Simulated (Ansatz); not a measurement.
# Cu under changes of volume

One of the cells (11.436 Å³/atom); the others are scaled copies at fixed shape and fractional positions:

```xyz
2
Lattice="2.5341 0.0000 0.0000 -1.2670 2.1946 0.0000 0.0000 0.0000 4.1126" Properties=species:S:1:pos:R:3 pbc="T T T"
Cu    1.2670    0.7315    3.0844
Cu    0.0000    1.4631    1.0281
```

This isn't the form of Cu at room conditions, which is fcc.

* Program: Ansatz 0.2.0
* Functional: PBE
* Potentials or basis: all-electron LAPW, scalar-relativistic
* Cutoff: 327 eV (chosen from the basis error)
* Basis error allowed: 0.0005 eV/atom
* k mesh: 12 × 12 × 7
* Occupations: fermi-dirac, width 0.05 eV
* Spin: no spin polarisation

| volume (Å³/atom) | energy over the lowest point (meV/atom) | pressure (GPa) |
| --- | --- | --- |
| 10.749 | 68.09 | 19.8 |
| 10.978 | 43.18 | 15.2 |
| 11.207 | ? | ? |
| 11.436 | 11.53 | 7.3 |
| 11.664 | 3.53 | 4.0 |
| 11.893 | 0.00 | 1.1 |
| 12.122 | 0.45 | -1.6 |

Q: What does the run at 11.207 Å³/atom give?

A: Energy over the lowest point 24.55 meV/atom; pressure 11.0 GPa.

Worked out: A Birch-Murnaghan fit of order 3 (a polynomial in V^(-2/3)) to the other rows has its minimum at 11.98 Å³/atom with B0 = V·E''(V) = 141 GPa and B' = 4.8 at fixed shape and positions, which overstates the stiffness. It gives 24.55 meV/atom at 11.207 Å³/atom, against the run's 24.55, and -dE/dV = 11.0 GPa, against 11.0.

Energies are extrapolated to zero smearing.
